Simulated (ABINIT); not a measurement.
# MgB2 (P6/mmm) in ABINIT: further runs

Aim: see how the results for MgB2 move with the level of theory and the settings. Levels: PW91, AM05, SOGGA, LDA. Tasks: band structure, equation of state.

Program: ABINIT 10.8.3 (patched build). These are calculated values, not measurements. Logs are shortened: lines on timing, memory, paths and dates and some standing lists are left out, and cuts for length are marked. The log counts tension as positive stress, the text compression.

### 1 The structure

Symmetry: P6/mmm, No. 191, hexagonal system. The conventional cell has a = 3.085 Å, b = 3.085 Å, c = 3.523 Å, α = 90.00°, β = 90.00°, γ = 120.00°. Mg (site symmetry 6/mmm) has 12 B at 2.51 Å as nearest neighbours. Around B (site symmetry -6m2) lie 3 B at 1.78 Å.

### 2 Band structure, PW91

run.abi reads:

```
ndtset 2

pp_dirpath "./"
pseudos "Mg.GGA_PBE-JTH.xml, B.GGA_PBE-JTH.xml"

acell 5.8298050945 5.8298050945 6.6575051371
rprim
     1.0000000000     0.0000000000     0.0000000000
    -0.5000000000     0.8660254038     0.0000000000
     0.0000000000     0.0000000000     1.0000000000
ntypat 2
znucl 12 5
natom 3
typat 1 2 2
xcart
     0.0000000000     0.0000000000     0.0000000000
     1.5425000002     0.8905627901     1.7615000000
    -0.0000000002     1.7811255806     1.7615000000 Angstrom

ecut 19.0
pawecutdg 38.0

ixc -109134

occopt 3
tsmear 0.05 eV

nstep 100

iomode 3
prtwf 0
prteig 0
prtebands 0
enunit 1
prtden1 1

kptopt1 1
ngkpt1 10 10 8
nshiftk1 1
shiftk1 0.0 0.0 0.0
nband1 12
tolvrs1 1.0e-9

iscf2 -2
getden2 1
nband2 18
nbdbuf2 4
tolwfr2 1.0e-11
kptopt2 -7
ndivsm2 8
prteig2 1
prtvol2 -3
kptbounds2
     0.0000000000     0.0000000000     0.0000000000
     0.5000000000     0.0000000000     0.0000000000
     0.3333333333     0.3333333333     0.0000000000
     0.0000000000     0.0000000000     0.0000000000
     0.0000000000     0.0000000000     0.5000000000
     0.5000000000     0.0000000000     0.5000000000
     0.3333333333     0.3333333333     0.5000000000
     0.0000000000     0.0000000000     0.5000000000
```

Potentials or basis: JTH PAW PBE v2.0.

Run with:

```
$ abinit run.abi > log 2>&1
```

run.abo:

```text
.Version 10.8.3 of ABINIT
 DATASET    1 : space group P6/m m m (#191); Bravais hP (primitive hexag.)
================================================================================
 Values of the parameters that define the memory need for DATASET  1.
     intxc =       0    ionmov =       0      iscf =      17    lmnmax =       8
     lnmax =       4     mgfft =      30  mpssoang =       2    mqgrid =    3001
     natom =       3  nloc_mem =       2    nspden =       1   nspinor =       1
    nsppol =       1      nsym =      24    n1xccc =       1    ntypat =       2
    occopt =       3   xclevel =       2
       mpw =         788          nfft =       17280          nkpt =          70
 PAW method is used; the additional fine FFT grid is defined by:
   mgfftf=        40    nfftf =     51840
================================================================================
================================================================================

 DATASET    2 : space group P6/m m m (#191); Bravais hP (primitive hexag.)
================================================================================
 Values of the parameters that define the memory need for DATASET  2.
     intxc =       0    ionmov =       0      iscf =      -2    lmnmax =       8
     lnmax =       4     mgfft =      30  mpssoang =       2    mqgrid =    3001
     natom =       3  nloc_mem =       2    nspden =       1   nspinor =       1
    nsppol =       1      nsym =      24    n1xccc =       1    ntypat =       2
    occopt =       3   xclevel =       2
       mpw =         788          nfft =       17280          nkpt =          88
 PAW method is used; the additional fine FFT grid is defined by:
   mgfftf=        40    nfftf =     51840
================================================================================
================================================================================

--------------------------------------------------------------------------------
------------- Echo of variables that govern the present computation ------------
--------------------------------------------------------------------------------
 -outvars: echo values of preprocessed input variables --------
            acell      5.8298050945E+00  5.8298050945E+00  6.6575051371E+00 Bohr
              amu      2.43050000E+01  1.08110000E+01
             ecut      1.90000000E+01 Hartree
           enunit           1
           getden1          0
           getden2          1
             iscf1         17
             iscf2         -2
              ixc     -109134
           jdtset        1    2
           kptopt1          1
           kptopt2         -7
         kptrlatt       10    0    0      0   10    0      0    0    8
          kptrlen1     5.32600411E+01
          kptrlen2     3.00000000E+01
            natom           3
            nband1         12
            nband2         18
           nbdbuf1          0
           nbdbuf2          4
           ndtset           2
           ndivsm1          0
           ndivsm2          8
            ngfft          24      24      30
          ngfftdg          36      36      40
             nkpt1         70
             nkpt2         88
            nstep         100
             nsym          24
           ntypat           2
           occopt           3
        pawecutdg      3.80000000E+01 Hartree
         pawxcdev           0
        prtebands           0
           prteig1          0
           prteig2          1
           prtvol1          0
           prtvol2         -3
            prtwf           0
            rprim      1.0000000000E+00  0.0000000000E+00  0.0000000000E+00
                      -5.0000000000E-01  8.6602540380E-01  0.0000000000E+00
                       0.0000000000E+00  0.0000000000E+00  1.0000000000E+00
           shiftk1     0.00000000E+00  0.00000000E+00  0.00000000E+00
           shiftk2     5.00000000E-01  5.00000000E-01  5.00000000E-01
          spgroup         191
           tolvrs1     1.00000000E-09
           tolvrs2     0.00000000E+00
           tolwfr1     0.00000000E+00
           tolwfr2     1.00000000E-11
           tsmear      1.83746611E-03 Hartree
            typat      1  2  2
           useylm           1
           xangst      0.0000000000E+00  0.0000000000E+00  0.0000000000E+00
                       1.5424999990E+00  8.9056278964E-01  1.7614999988E+00
                      -1.7916985594E-17  1.7811255793E+00  1.7614999988E+00
            xcart      0.0000000000E+00  0.0000000000E+00  0.0000000000E+00
                       2.9149025473E+00  1.6829197703E+00  3.3287525686E+00
                      -3.3858195775E-17  3.3658395407E+00  3.3287525686E+00
             xred      0.0000000000E+00  0.0000000000E+00  0.0000000000E+00
[... 219 lines left out ...]
meta: {optdriver: 0, ionmov: 0, optcell: 0, iscf: -2, paral_kgb: 0, }
...

 mkfilename : getden/=0, take file _DEN from output of DATASET   1.

 Real(R)+Recip(G) space primitive vectors, cartesian coordinates (Bohr,Bohr^-1):
 R(1)=  5.8298051  0.0000000  0.0000000  G(1)=  0.1715323  0.0990342  0.0000000
 R(2)= -2.9149025  5.0487593  0.0000000  G(2)=  0.0000000  0.1980685  0.0000000
 R(3)=  0.0000000  0.0000000  6.6575051  G(3)=  0.0000000  0.0000000  0.1502064
 Unit cell volume ucvol=  1.9595223E+02 bohr^3
 Angles (23,13,12)=  9.00000000E+01  9.00000000E+01  1.20000000E+02 degrees

 Coarse grid specifications (used for wave-functions):

 getcut: wavevector=  0.0000  0.0000  0.0000  ngfft=  24  24  30
         ecut(hartree)=     19.000   => boxcut(ratio)=   2.09805

 Fine grid specifications (used for densities):

 getcut: wavevector=  0.0000  0.0000  0.0000  ngfft=  36  36  40
         ecut(hartree)=     38.000   => boxcut(ratio)=   2.16517
--------------------------------------------------------------------------------

================================================================================
 Non-SCF case, kpt    1 (  0.00000  0.00000  0.00000), residuals and eigenvalues=
  4.73E-12  8.37E-12  8.21E-12  6.04E-12  4.82E-13  1.40E-12  2.45E-12  3.06E-12
  8.19E-12  1.87E-12  3.97E-12  6.19E-12  5.67E-12  2.96E-12  1.99E-09  1.88E-08
  3.36E-05  2.60E-04
 -2.5088E+00 -1.2898E+00 -1.2898E+00 -1.2891E+00 -1.9878E-01  1.4919E-01
  2.6938E-01  2.6938E-01  3.1850E-01  4.8883E-01  4.8883E-01  5.5287E-01
  6.2064E-01  7.2362E-01  8.5045E-01  8.5045E-01  9.4836E-01  9.5876E-01
 Non-SCF case, kpt    2 (  0.03571  0.00000  0.00000), residuals and eigenvalues=
  2.63E-12  6.58E-12  5.23E-12  6.66E-12  1.68E-12  5.74E-12  1.09E-12  1.80E-12
  2.98E-12  1.49E-12  6.26E-12  6.45E-13  3.24E-12  2.01E-12  3.77E-11  1.10E-10
  1.28E-05  1.67E-05
[... 591 lines left out ...]
 Non-SCF case, kpt   87 (  0.02083  0.02083  0.50000), residuals and eigenvalues=
  6.09E-12  6.36E-12  6.91E-12  3.39E-12  2.06E-12  1.54E-12  3.69E-12  4.69E-12
  2.04E-12  2.22E-12  2.52E-12  3.37E-12  2.94E-12  8.57E-12  9.61E-12  8.11E-10
  2.78E-08  2.34E-08
 -2.5088E+00 -1.2897E+00 -1.2897E+00 -1.2894E+00 -1.5096E-01 -1.4272E-02
  2.7901E-01  2.8081E-01  5.0149E-01  5.0503E-01  5.4087E-01  6.1905E-01
  6.2416E-01  6.9493E-01  7.0209E-01  7.6982E-01  7.9426E-01  8.0290E-01
 Non-SCF case, kpt   88 (  0.00000  0.00000  0.50000), residuals and eigenvalues=
  3.92E-12  2.64E-12  4.29E-12  8.07E-12  4.58E-12  3.48E-12  6.05E-12  3.74E-12
  1.34E-12  5.74E-12  3.78E-12  4.35E-12  9.99E-12  4.53E-12  9.98E-12  1.33E-09
  1.95E-09  1.98E-07
 -2.5088E+00 -1.2897E+00 -1.2897E+00 -1.2894E+00 -1.5171E-01 -1.5224E-02
  2.8303E-01  2.8303E-01  5.0122E-01  5.0122E-01  5.4806E-01  6.1714E-01
  6.2345E-01  6.9958E-01  6.9958E-01  7.6633E-01  7.9661E-01  7.9661E-01

--- !ResultsGS
iteration_state: {dtset: 2, }
comment   : Summary of ground state results
lattice_vectors:
- [  5.8298051,   0.0000000,   0.0000000, ]
- [ -2.9149025,   5.0487593,   0.0000000, ]
- [  0.0000000,   0.0000000,   6.6575051, ]
lattice_lengths: [   5.82981,    5.82981,    6.65751, ]
lattice_angles: [ 90.000,  90.000, 120.000, ] # degrees, (23, 13, 12)
lattice_volume:   1.9595223E+02
convergence: {deltae:  0.000E+00, res2:  0.000E+00, residm:  9.996E-12, diffor:  0.000E+00, }
etotal    :  -6.93937899E+01
entropy   :   0.00000000E+00
fermie    :   2.57926491E-01
cartesian_stress_tensor: null
pressure_GPa: null
xred      :
- [  0.0000E+00,   0.0000E+00,   0.0000E+00, Mg]
- [  6.6667E-01,   3.3333E-01,   5.0000E-01,  B]
- [  3.3333E-01,   6.6667E-01,   5.0000E-01,  B]
cartesian_forces: null
force_length_stats: {min: null, max: null, mean: null, }
...

 Integrated electronic density in atomic spheres:
 ------------------------------------------------
 Atom  Sphere_radius  Integrated_density
    1        1.90158          8.26355983
    2        1.70617          1.82383732
    3        1.70617          1.82383732

================================================================================

 ----iterations are completed or convergence reached----

 Mean square residual over all n,k,spin=   40.436E-13; max=  99.958E-13
 reduced coordinates (array xred) for    3 atoms
       0.000000000000      0.000000000000      0.000000000000
       0.666666666667      0.333333333333      0.500000000000
       0.333333333333      0.666666666667      0.500000000000

 cartesian coordinates (angstrom) at end:
    1      0.00000000000000     0.00000000000000     0.00000000000000
    2      1.54249999896136     0.89056278964134     1.76149999881646
    3     -0.00000000000000     1.78112557928268     1.76149999881646
 length scales=  5.829805094500  5.829805094500  6.657505137100 bohr
              =  3.084999997923  3.084999997923  3.522999997633 angstroms
 Eigenvalues (   eV  ) for nkpt=  88  k points:
 kpt#   1, nband= 18, wtk=  1.00000, kpt=  0.0000  0.0000  0.0000 (reduced coord)
 -68.26700  -35.09604  -35.09604  -35.07891   -5.40910    4.05966    7.33010    7.33010
   8.66681   13.30177   13.30177   15.04445   16.88839   19.69082   23.14182   23.14182
  25.80616   26.08920
 kpt#   2, nband= 18, wtk=  1.00000, kpt=  0.0357  0.0000  0.0000 (reduced coord)
 -68.26696  -35.09652  -35.09616  -35.07884   -5.38689    4.08120    7.21082    7.27424
   8.68617   13.29259   13.40244   15.09233   16.80832   19.80605   23.01856   23.08557
  25.03618   25.46000
 kpt#   3, nband= 18, wtk=  1.00000, kpt=  0.0714  0.0000  0.0000 (reduced coord)
 -68.26684  -35.09782  -35.09644  -35.07863   -5.32033    4.14578    6.87384    7.11818
   8.74588   13.24366   13.69263   15.24395   16.57357   20.13750   22.69491   22.93258
  24.12855   24.87950
 kpt#   4, nband= 18, wtk=  1.00000, kpt=  0.1071  0.0000  0.0000 (reduced coord)
 -68.26664  -35.10025  -35.09707  -35.07845   -5.20957    4.25310    6.36888    6.88931
   8.84750   13.12836   14.14373   15.49298   16.19927   20.64922   22.26620   22.71725
  23.29867   24.30101
 kpt#   5, nband= 18, wtk=  1.00000, kpt=  0.1429  0.0000  0.0000 (reduced coord)
[... 321 lines left out ...]
  13.51118   13.73090   14.40075   17.10539   17.29811   18.01638   19.43952   21.50416
  21.58945   23.04406
 kpt#  86, nband= 18, wtk=  1.00000, kpt=  0.0417  0.0417  0.5000 (reduced coord)
 -68.26659  -35.09741  -35.09591  -35.08556   -4.04677   -0.31060    7.29019    7.46466
  13.67343   14.02182   14.20578   17.00788   17.03829   18.54612   19.26068   21.21359
  21.51710   22.33106
 kpt#  87, nband= 18, wtk=  1.00000, kpt=  0.0208  0.0208  0.5000 (reduced coord)
 -68.26672  -35.09587  -35.09546  -35.08580   -4.10788   -0.38835    7.59227    7.64120
  13.64629   13.74270   14.71793   16.84529   16.98412   18.91014   19.10477   20.94798
  21.61282   21.84801
 kpt#  88, nband= 18, wtk=  1.00000, kpt=  0.0000  0.0000  0.5000 (reduced coord)
 -68.26676  -35.09510  -35.09510  -35.08577   -4.12825   -0.41426    7.70158    7.70158
  13.63881   13.63881   14.91354   16.79323   16.96494   19.03641   19.03641   20.85297
  21.67684   21.67685

== END DATASET(S) ==============================================================
================================================================================

 -outvars: echo values of variables after computation  --------
            acell      5.8298050945E+00  5.8298050945E+00  6.6575051371E+00 Bohr
           etotal1    -6.9393789903E+01
            fcart1    -3.0791712353E-29 -5.3332810246E-29 -0.0000000000E+00
                      -3.0791712353E-29  0.0000000000E+00 -0.0000000000E+00
                       6.1583424706E-29  5.3332810246E-29 -0.0000000000E+00
            rprim      1.0000000000E+00  0.0000000000E+00  0.0000000000E+00
                      -5.0000000000E-01  8.6602540380E-01  0.0000000000E+00
                       0.0000000000E+00  0.0000000000E+00  1.0000000000E+00
           strten1     5.2473916615E-05  5.2473916314E-05  3.8795359166E-05
                       0.0000000000E+00  0.0000000000E+00  0.0000000000E+00
           xangst      0.0000000000E+00  0.0000000000E+00  0.0000000000E+00
                       1.5424999990E+00  8.9056278964E-01  1.7614999988E+00
                      -1.7916985594E-17  1.7811255793E+00  1.7614999988E+00
             xred      0.0000000000E+00  0.0000000000E+00  0.0000000000E+00
                       6.6666666667E-01  3.3333333333E-01  5.0000000000E-01
                       3.3333333333E-01  6.6666666667E-01  5.0000000000E-01
 Calculation completed.
```

Wall time 35 s (1 thread of Arm Neoverse V2, shared host); peak memory 0.11 GiB.

What came out:

```
Free energy            : -1888.3012 eV
Pressure               : -1.4 GPa
Band gap on the k mesh : none (metal or under the smearing width)
```

Stress tensor (GPa, compression positive):
```
-1.54  0.00  0.00
 0.00 -1.54  0.00
 0.00  0.00 -1.14
```

Levels at the corners of the path, in eV from the Fermi level:
| point | band 4 | band 5 | band 6 | band 7 | band 8 | band 9 | band 10 | band 11 | band 12 | band 13 |
| --- | --- | --- | --- | --- | --- | --- | --- | --- | --- | --- |
| Γ | -42.10 | -12.43 | -2.96 | 0.31 | 0.31 | 1.65 | 6.28 | 6.28 | 8.03 | 9.87 |
| M | -42.09 | -8.55 | -7.84 | -2.21 | 0.18 | 3.04 | 3.87 | 5.31 | 7.06 | 12.56 |
| K | -42.09 | -7.29 | -7.29 | -5.86 | 1.76 | 1.76 | 6.15 | 6.15 | 8.79 | 9.00 |
| Γ | -42.10 | -12.43 | -2.96 | 0.31 | 0.31 | 1.65 | 6.28 | 6.28 | 8.03 | 9.87 |
| A | -42.10 | -11.15 | -7.43 | 0.68 | 0.68 | 6.62 | 6.62 | 7.89 | 9.77 | 9.95 |
| L | -42.10 | -7.59 | -6.93 | -3.57 | -1.92 | -1.31 | 5.68 | 8.74 | 8.89 | 13.00 |
| H | -42.10 | -6.40 | -6.40 | -5.18 | -2.02 | -2.02 | 3.54 | 11.63 | 11.83 | 11.83 |
| A | -42.10 | -11.15 | -7.43 | 0.68 | 0.68 | 6.62 | 6.62 | 7.89 | 9.77 | 9.95 |

Caveat: the PAW data sets were made with another functional, which shifts forces and pressure a little; the atomic spheres overlap.

### 3 Band structure, AM05

Edit run.abi of step 2 so:

```diff
@@ -5,7 +5,7 @@
 
-acell 5.8298050945 5.8298050945 6.6575051371
+acell 3*1.0 Angstrom
 rprim
-     1.0000000000     0.0000000000     0.0000000000
-    -0.5000000000     0.8660254038     0.0000000000
-     0.0000000000     0.0000000000     1.0000000000
+     3.0850000000     0.0000000000     0.0000000000
+    -1.5425000000     2.6716883707     0.0000000000
+     0.0000000000     0.0000000000     3.5230000000
 ntypat 2
@@ -14,6 +14,6 @@
 typat 1 2 2
-xcart
+xred
      0.0000000000     0.0000000000     0.0000000000
-     1.5425000002     0.8905627901     1.7615000000
-    -0.0000000002     1.7811255806     1.7615000000 Angstrom
+     0.6666666667     0.3333333333     0.5000000000
+     0.3333333333     0.6666666667     0.5000000000
 
@@ -22,3 +22,3 @@
 
-ixc -109134
+ixc -120135
 
@@ -33,3 +33,2 @@
 prtebands 0
-enunit 1
 prtden1 1
@@ -49,5 +48,4 @@
 kptopt2 -7
-ndivsm2 8
+ndivsm2 5
 prteig2 1
-prtvol2 -3
 kptbounds2
```

Potentials or basis: JTH PAW PBE v2.0.

Run with:

```
$ abinit run.abi > log 2>&1
```

Wall time 30 s (1 thread of Arm Neoverse V2, shared host); peak memory 0.1 GiB.

It converged, with:

* Free energy: -1879.3964 eV
* Pressure: -3.3 GPa
* Band gap on the k mesh: none (metal or under the smearing width)

Stress tensor (GPa, compression positive):
```
-3.26  0.00  0.00
 0.00 -3.26  0.00
 0.00  0.00 -3.48
```

Levels at the corners of the path, in eV from the Fermi level:
| point | band 6 | band 7 | band 8 | band 9 | band 10 | band 11 |
| --- | --- | --- | --- | --- | --- | --- |
| Γ | -2.98 | 0.35 | 0.35 | 1.56 | 6.22 | 6.22 |
| M | -7.87 | -2.20 | 0.16 | 3.02 | 3.76 | 5.23 |
| K | -7.26 | -5.93 | 1.75 | 1.75 | 6.06 | 6.06 |
| Γ | -2.98 | 0.35 | 0.35 | 1.56 | 6.22 | 6.22 |
| A | -7.50 | 0.73 | 0.73 | 6.56 | 6.56 | 7.88 |
| L | -6.95 | -3.63 | -1.91 | -1.38 | 5.64 | 8.69 |
| H | -6.36 | -5.25 | -2.09 | -2.09 | 3.47 | 11.53 |
| A | -7.50 | 0.73 | 0.73 | 6.56 | 6.56 | 7.88 |

Caveat: the PAW data sets were made with another functional, which shifts forces and pressure a little; the atomic spheres overlap.

(Part 1 of 2 ends here.)
